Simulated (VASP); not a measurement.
A run of VASP 6.6.1 is set up as follows.

File INCAR:

```
PREC = Accurate ; ENCUT = 600
EDIFF = 1E-6 ; ISMEAR = 0
SIGMA = 0.03 ; LREAL = False
LASPH = True ; NELM = 80
ALGO = Normal ; ISIF = 3
LWAVE = False ; LCHARG = False
IBRION = 2 ; NSW = 90
EDIFFG = -0.01
```

File KPOINTS:

```
Automatic mesh
0
Gamma
  10 10 10
```

Contents of POSCAR:

```
SiC
1.0
    0.0000000000      2.1790000000      2.1790000000
    2.1790000000      0.0000000000      2.1790000000
    2.1790000000      2.1790000000      0.0000000000
Si C
1 1
Direct
    0.0000000000      0.0000000000      0.0000000000
    0.2500000000      0.2500000000      0.2500000000
```

Potentials or basis: VASP PAW LDA potentials, release 64 (Si, C).

The run is started by

```bash
$ cat potpaw_LDA.64/Si/POTCAR potpaw_LDA.64/C/POTCAR > POTCAR
$ mpirun -np 1 vasp_std > vasp.out
```

Problem. Estimate the relaxed cell.

Solution. a = 3.062 Å, b = 3.062 Å, c = 3.062 Å, α = 60.00°, β = 60.00°, γ = 60.00°.

Problem. Predict the space group after relaxing (to 0.05 Å).

Solution. F-43m (No. 216).

Step by step:
```tsv
step	energy change (eV)	largest force (eV/Å)	pressure (GPa)	volume (Å³)
1	0.0000	0.0000	-4.18	20.69
2	0.0009	0.0000	4.83	19.89
3	-0.0052	0.0000	-0.02	20.30
```

LDA usually gives volumes a few per cent too small. Zero-point motion and thermal expansion aren't in these numbers.
